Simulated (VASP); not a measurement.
Wanted: the native input for a VASP 6.6.1 run.

```yaml
Task: single point
Functional: PBEsol
Potentials_or_basis: VASP PAW PBE potentials, release 64 (K_sv)
Cutoff: 520 eV
k_mesh: 8 × 8 × 8
Occupations: fermi-dirac, width 0.1 eV
Spin: no spin polarisation
Dipole_correction: no
Further_INCAR_settings: ALGO = Normal; EDIFF = 1e-06; NBANDS = 10
```

The structure of K lies in POSCAR:

```
K
1.0
    4.4186563050      0.0000000000      0.0000000000
    0.0000000000      4.4186563050      0.0000000000
    0.0000000000      0.0000000000      4.4186563050
K
1
Direct
    0.0000000000      0.0000000000      0.0000000000
```

This isn't the form of K at room conditions, which is bcc.

These files were run (other wordings do the same):

INCAR

```
SYSTEM = K
PREC = Accurate ; ENCUT = 520
EDIFF = 1E-6 ; ISMEAR = -1
SIGMA = 0.1 ; LREAL = .False.
LASPH = .True. ; NELM = 80
ALGO = Normal ; ISIF = 2
LWAVE = .False. ; LCHARG = .False.
GGA = PS ; NBANDS = 10
```

KPOINTS

```
regular mesh
0
Gamma
  8 8 8
  0 0 0
```

Potentials or basis: VASP PAW PBE potentials, release 64 (K_sv).

Command:

```sh
$ cat potpaw_PBE.64/K_sv/POTCAR > POTCAR
$ mpirun -np 1 vasp_std > vasp.out
```

It gave:

```
Pressure               : -0.3 GPa
Band gap on the k mesh : none (metal or under the smearing width)
```

Caveat: the PAW data sets were made with another functional, which shifts forces and pressure a little.

It took 19 s on 1 thread of Intel(R) Xeon(R) Platinum 8488C (Sapphire Rapids), with other jobs on the host, peak memory 0.2 GiB.
